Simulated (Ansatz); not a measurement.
# NiSi2/GaP/NiSi2: conductance against the thickness of the layer, part 2 of 6

Aim: the conductance of NiSi2/GaP/NiSi2 junctions as the barrier thickens. Both electrodes are NiSi2 fluorite(111); the barrier is GaP zinc blende(111) (whole bilayers). In the first transport cell, after relaxation, the nearest pair of electrode and barrier is Si–P at 2.28 Å, along the normal, at the lower face and Si–Ga at 2.47 Å, along the normal, at the upper one. All share a net of side 3.84 Å, which strains the lower electrode by +0.0 % and the barrier by -1.4 %, against typed lattice constants near PBE's. The first steps treat the bulk electrodes alone.

Ansatz 0.2.0; PBE DFT, plane waves, PAW files (the session's first sound run).

So far: Starting point; The strained electrode.

### Step 3. Relaxation

System of this step: NiSi2/GaP/NiSi2. The cell holds 14 atoms: 6 Si, 2 Ni, 3 P and 3 Ga. Cell: a = 3.840 Å, b = 3.840 Å, c = 34.109 Å, α = 90.0°, β = 90.0°, γ = 120.0°. Vacuum lies along c.

The starting distances are typed guesses, too rough for a quantity that is exponential in distance. A short slab in vacuum serves: only the barrier and the layers next to it are taken over, and later cells can add or drop layers in the barrier's middle. The dipole correction removes the field that unlike faces would set up across the vacuum.

input.yaml reads:

```yaml
crystal:
  lattice:
    - [3.84, 0.0, 0.0]
    - [-1.92, 3.3255375505, 0.0]
    - [0.0, 0.0, 34.1094736651]
  atoms:
    - { symbol: Si, position: [0.33333333, 0.66666667, 0.2345389459] }
    - { symbol: Si, position: [0.0, 0.0, 0.2804906595] }
    - { symbol: Ni, position: [0.33333333, 0.66666667, 0.3034665162] }
    - { symbol: Si, position: [0.66666667, 0.33333333, 0.326442373] }
    - { symbol: P, position: [0.66666667, 0.33333333, 0.3918201042] }
    - { symbol: Ga, position: [0.0, 0.0, 0.4153714582] }
    - { symbol: P, position: [0.0, 0.0, 0.4860255204] }
    - { symbol: Ga, position: [0.33333333, 0.66666667, 0.5095768744] }
    - { symbol: P, position: [0.33333333, 0.66666667, 0.5802309365] }
    - { symbol: Ga, position: [0.66666667, 0.33333333, 0.6037822906] }
    - { symbol: Si, position: [0.66666667, 0.33333333, 0.673557627] }
    - { symbol: Ni, position: [0.0, 0.0, 0.6965334838] }
    - { symbol: Si, position: [0.33333333, 0.66666667, 0.7195093405] }
    - { symbol: Si, position: [0.0, 0.0, 0.7654610541] }
kpoints:
  mp_grid: { grid: [8, 8, 1] }
scf:
  occupations: { method: fermi_dirac, width: 0.1 }
  max_iter: 150
hamiltonian:
  xc: pbe
efield:
  axis: 3
  dipole_correction: true
relax:
  f_tol: 0.04
  max_steps: 60
output:
  forces: true
```

On the command line:

```console
$ ansatz run input.yaml --threads 8 --pin off --max-ram 24576MiB --backend cpu --events-out ev --progress --plain --runs-dir out
```

Numbers of over 12 decimals in the logs are rounded to 6 here.

Output:

```text
[...]
Crystal: 14 atoms, lattice volume = 435.580 Å³
Basis set: ecut = 420 eV, 8513 PW (Γ), exchange–correlation on 54×54×480 points (8 copies of the dense FFT grid, shifted against one another)
Bands: 71, of which v1, the nominal top of the filled ones, is band 57 counted from 1 (56 counted from 0)
Symmetry: 6 space group operations
[...]
k-points: 10 of 64 (time reversal used)
[...]
SCF iter   1: F=—  HF=-29111.236136 eV  |F-HF|=—  |Δ(HF+E_count)|=         —  Δρ=3.54e-3  dr2=6.02e-1  ethr=1.77e-3  p=0.011 e·Å  D=4.55e-3 V/Å  ΔV_dip=-0.16 eV  dr2_dipole=2.17e-1  V_vac-E_F(+/−)=4.77/4.93 eV  ⟨swp⟩=10.0  Hψ=3766  notcnv=0  defer=7
efield: sawtooth ramp at fractional position 0.9500 (placed from the atoms, in the widest stretch of the axis that holds none; the zero of the levels goes with the place), width 0.1000; the density the first Hamiltonian is built on has a dipole p = 0.011 e·Å; the dipole correction subtracts the counter field D = 4.55e-3 V/Å, which shifts the + side's vacuum level by -0.16 eV against the − side's; the planar-averaged density in the ramp window peaks in size at 2.7e-5 e/Å³
[...]
SCF iter   2: F=—  HF=-29111.224617 eV  |F-HF|=—  |Δ(HF+E_count)|=   1.15e-2  Δρ=5.70e-3  dr2=1.20e-1  ethr=5.28e-4  p=0.018 e·Å  D=7.50e-3 V/Å  ΔV_dip=-0.26 eV  dr2_dipole=1.17e-2  V_vac-E_F(+/−)=5.05/5.31 eV  ⟨swp⟩=2.2  Hψ=1040  notcnv=0  defer=24
[...]
SCF iter   8: F=-29111.212683 eV  HF=-29111.212700 eV  |F-HF|=1.75e-5  |Δ(HF+E_count)|=   6.34e-6  Δρ=2.78e-5  dr2=1.67e-5  ethr=3.51e-8  p=0.017 e·Å  D=7.14e-3 V/Å  ΔV_dip=-0.24 eV  dr2_dipole=4.60e-6  V_vac-E_F(+/−)=5.10/5.34 eV  ⟨swp⟩=3.8  Hψ=2915  notcnv=0
SCF 1 converged in 8 iterations: F = -29111.212683 eV  dr2 = 1.67e-5
[...]
relax step   1: F+E_penalty+E_count = -29111.21268262 eV  Δ(F+E_penalty+E_count) = +0.000e0 eV  max|allowed force component| = 5.046e-1 eV/Å  Δτ_max = 0.0000 Å  (8 SCF iters, dr2 threshold 4.00e-5 eV, accepted)
[...]
SCF iter   1: F=—  HF=-29111.309664 eV  |F-HF|=—  |Δ(HF+E_count)|=         —  Δρ=5.33e-3  dr2=3.16e-1  ethr=2.72e-4  p=0.017 e·Å  D=7.14e-3 V/Å  ΔV_dip=-0.24 eV  dr2_dipole=3.37e-2  V_vac-E_F(+/−)=5.09/5.33 eV  ⟨swp⟩=1.8  Hψ=2616  notcnv=0  defer=21
efield: sawtooth ramp at fractional position 0.9500 (handed on by an earlier solve), width 0.1000; the density the first Hamiltonian is built on has a dipole p = 0.017 e·Å; the dipole correction subtracts the counter field D = 7.14e-3 V/Å, which shifts the + side's vacuum level by -0.24 eV against the − side's; the planar-averaged density in the ramp window peaks in size at 7.2e-6 e/Å³
[...]
SCF iter   2: F=—  HF=-29111.299011 eV  |F-HF|=—  |Δ(HF+E_count)|=   1.07e-2  Δρ=3.68e-3  dr2=6.68e-2  ethr=2.72e-4  p=0.018 e·Å  D=7.62e-3 V/Å  ΔV_dip=-0.26 eV  dr2_dipole=3.47e-4  V_vac-E_F(+/−)=5.05/5.31 eV  ⟨swp⟩=2.4  Hψ=1094  notcnv=0  defer=21
[...]
SCF iter   8: F=-29111.286680 eV  HF=-29111.286695 eV  |F-HF|=1.55e-5  |Δ(HF+E_count)|=   7.27e-6  Δρ=4.58e-5  dr2=1.57e-5  ethr=1.40e-8  p=0.018 e·Å  D=7.43e-3 V/Å  ΔV_dip=-0.25 eV  dr2_dipole=7.19e-6  V_vac-E_F(+/−)=5.12/5.37 eV  ⟨swp⟩=4.0  Hψ=2976  notcnv=0
SCF 2 converged in 8 iterations: F = -29111.286680 eV  dr2 = 1.57e-5
relax step   2: F+E_penalty+E_count = -29111.28667993 eV  Δ(F+E_penalty+E_count) = -7.400e-2 eV  max|allowed force component| = 2.407e-1 eV/Å  Δτ_max = 0.0914 Å  (8 SCF iters, dr2 threshold 1.59e-5 eV, accepted)
SCF iter   1: F=—  HF=-29111.312406 eV  |F-HF|=—  |Δ(HF+E_count)|=         —  Δρ=2.86e-3  dr2=1.55e-1  ethr=6.93e-4  p=0.018 e·Å  D=7.43e-3 V/Å  ΔV_dip=-0.25 eV  dr2_dipole=1.99e-2  V_vac-E_F(+/−)=5.12/5.37 eV  ⟨swp⟩=3.5  Hψ=1623  notcnv=0  defer=23
[...]
SCF iter   8: F=-29111.302242 eV  HF=-29111.302245 eV  |F-HF|=3.00e-6  |Δ(HF+E_count)|=   1.58e-6  Δρ=3.26e-5  dr2=3.60e-6  ethr=3.18e-9  p=0.019 e·Å  D=7.88e-3 V/Å  ΔV_dip=-0.27 eV  dr2_dipole=3.99e-7  V_vac-E_F(+/−)=5.14/5.41 eV  ⟨swp⟩=5.0  Hψ=2796  notcnv=0
SCF 3 converged in 8 iterations: F = -29111.302242 eV  dr2 = 3.60e-6
relax step   3: F+E_penalty+E_count = -29111.30224182 eV  Δ(F+E_penalty+E_count) = -1.556e-2 eV  max|allowed force component| = 5.425e-2 eV/Å  Δτ_max = 0.0542 Å  (8 SCF iters, dr2 threshold 3.62e-6 eV, accepted)
[...]
relax step   4: F+E_penalty+E_count = -29111.30357374 eV  Δ(F+E_penalty+E_count) = -1.332e-3 eV  max|allowed force component| = 4.300e-2 eV/Å  Δτ_max = 0.0168 Å  (9 SCF iters, accepted)
[...]
relax step   5: F+E_penalty+E_count = -29111.30357125 eV  Δ(F+E_penalty+E_count) = +2.487e-6 eV  max|allowed force component| = 4.915e-2 eV/Å  Δτ_max = 0.0060 Å  (8 SCF iters, rejected (line search))
SCF iter   1: F=—  HF=-29111.303656 eV  |F-HF|=—  |Δ(HF+E_count)|=         —  Δρ=8.82e-5  dr2=7.58e-5  ethr=1.66e-6  p=0.021 e·Å  D=8.53e-3 V/Å  ΔV_dip=-0.29 eV  dr2_dipole=2.79e-5  V_vac-E_F(+/−)=5.13/5.42 eV  ⟨swp⟩=2.0  Hψ=1217  notcnv=0  defer=24
[...]
SCF iter   6: F=-29111.303679 eV  HF=-29111.303679 eV  |F-HF|=2.58e-9  |Δ(HF+E_count)|=   1.56e-8  Δρ=1.92e-6  dr2=3.37e-8  ethr=8.77e-11  p=0.021 e·Å  D=8.54e-3 V/Å  ΔV_dip=-0.29 eV  dr2_dipole=8.32e-10  V_vac-E_F(+/−)=5.12/5.42 eV  ⟨swp⟩=5.0  Hψ=2604  notcnv=0
SCF 6 converged in 6 iterations: F = -29111.303679 eV  dr2 = 3.37e-8
relax step   6: F+E_penalty+E_count = -29111.30367937 eV  Δ(F+E_penalty+E_count) = -1.056e-4 eV  max|allowed force component| = 2.738e-3 eV/Å  Δτ_max = 0.0030 Å  (6 SCF iters, accepted)
SCF converged after 6 iterations
Free energy (F): -29111.303679 eV
[...]
Internal energy: -29111.114779 eV  (E = F + TS)
E sigma→0 (E₀):  -29111.209229 eV
Entropy (-TS):   -0.188900 eV (-13.493 meV/atom)
Fermi energy:    2.603884 eV
Dipole field:    D = 0.008566 V/Å  (p = 0.020619 e·Å, saw-weighted, corrected)
Work function:   Φ+ = 5.1240 eV   Φ− = 5.4162 eV
Levels:          The Fermi level and band energies are counted from a zero that moves with the ramp; work functions are not
[...]
--- Forces (eV/Å), atoms counted from 1 ---
  atom   1  Si     0.00000000     0.00000000     0.00150499
  atom   2  Si     0.00000000     0.00000000    -0.00115246
  atom   3  Ni     0.00000000     0.00000000     0.00063004
  atom   4  Si     0.00000000    -0.00000000    -0.00090999
  atom   5  P      0.00000000    -0.00000000     0.00036891
  atom   6  Ga     0.00000000     0.00000000    -0.00018662
  atom   7  P      0.00000000    -0.00000000    -0.00173647
  atom   8  Ga     0.00000000     0.00000000     0.00177039
  atom   9  P      0.00000000    -0.00000000    -0.00273961
  atom  10  Ga     0.00000000     0.00000000     0.00268331
  atom  11  Si     0.00000000     0.00000000    -0.00141162
  atom  12  Ni    -0.00000000    -0.00000000     0.00058059
  atom  13  Si     0.00000000     0.00000000     0.00061352
  atom  14  Si     0.00000000    -0.00000000    -0.00004244
  max |Σ_I F_I| component: 2.75e-5 eV/Å
--- Relaxed structure (6 steps of the walk, 5 accepted, 0 SCFs on fresh bases) ---
  F+E_penalty+E_count = -29111.30367937 eV   max|allowed force component| = 2.738e-3 eV/Å
  atoms:
    - { symbol: Si, position: [0.333333, 0.666667, 0.231459] }
    - { symbol: Si, position: [2.516788115176062e-18, -1.302812716624785e-17, 0.275737] }
    - { symbol: Ni, position: [0.333333, 0.666667, 0.299401] }
    - { symbol: Si, position: [0.666667, 0.333333, 0.325118] }
    - { symbol: P, position: [0.666667, 0.333333, 0.392075] }
    - { symbol: Ga, position: [9.028899291538411e-18, -1.3028127166248048e-17, 0.416336] }
    - { symbol: P, position: [8.153214173013528e-18, -1.3028127166248028e-17, 0.486221] }
    - { symbol: Ga, position: [0.333333, 0.666667, 0.510209] }
    - { symbol: P, position: [0.333333, 0.666667, 0.580062] }
    - { symbol: Ga, position: [0.666667, 0.333333, 0.603973] }
    - { symbol: Si, position: [0.666667, 0.333333, 0.676386] }
    - { symbol: Ni, position: [1.1114929372031926e-17, -1.3028127166248025e-17, 0.699330] }
    - { symbol: Si, position: [0.333333, 0.666667, 0.723811] }
    - { symbol: Si, position: [9.327199751709464e-18, -1.3028127166248043e-17, 0.766688] }
```

Elapsed: 22 s, on 8 threads of Arm Neoverse V2, shared host; peak memory 1.5 GiB; 2.7 min of CPU time.

Step by step:

| step | energy less that of the first step (eV) | largest force component (eV/Å) |
| --- | --- | --- |
| 1 | 0.0000 | 0.5046 |
| 2 | -0.0740 | 0.2407 |
| 3 | -0.0896 | 0.0543 |
| 4 | -0.0909 | 0.0430 |
| 5 | -0.0909 | 0.0492 |
| 6 | -0.0910 | 0.0027 |

Relaxation step 5 was tried and not accepted.

Forces are held to the 6 operations that the run works with; a distortion that breaks them can't arise in this run.

The atoms that moved most (Å):

| atom | dx | dy | dz | length |
| --- | --- | --- | --- | --- |
| Si2 | 0.000 | 0.000 | -0.162 | 0.162 |
| Si13 | 0.000 | 0.000 | 0.147 | 0.147 |
| Ni3 | 0.000 | 0.000 | -0.139 | 0.139 |
| Si1 | 0.000 | 0.000 | -0.105 | 0.105 |
| Si11 | 0.000 | 0.000 | 0.096 | 0.096 |
| Ni12 | 0.000 | 0.000 | 0.095 | 0.095 |
| Si4 | 0.000 | 0.000 | -0.045 | 0.045 |
| Si14 | 0.000 | 0.000 | 0.042 | 0.042 |

Numbers from this step:

- free energy: -29111.3037 eV
- Fermi energy: 2.604 eV
- work function, upper face: 5.124 eV
- work function, lower face: 5.416 eV
- dipole moment: 0.02062 e·Å
- dipole field: 0.008566 V/Å

The largest force component on a free atom ends at 0.0027 eV/Å. The work functions of the outer faces are 5.42 and 5.12 eV.

[end of part 2 of 6]

[Logs are printed without paths, hosts, clocks, repeated set-up lines and the standing remarks that a program may print on its own settings, such as how far it seeks lower states.]

[Hosts, paths, dates, database ids (printed as entryN), source tags and the programs' standing remarks are cut or masked in the printed files.]
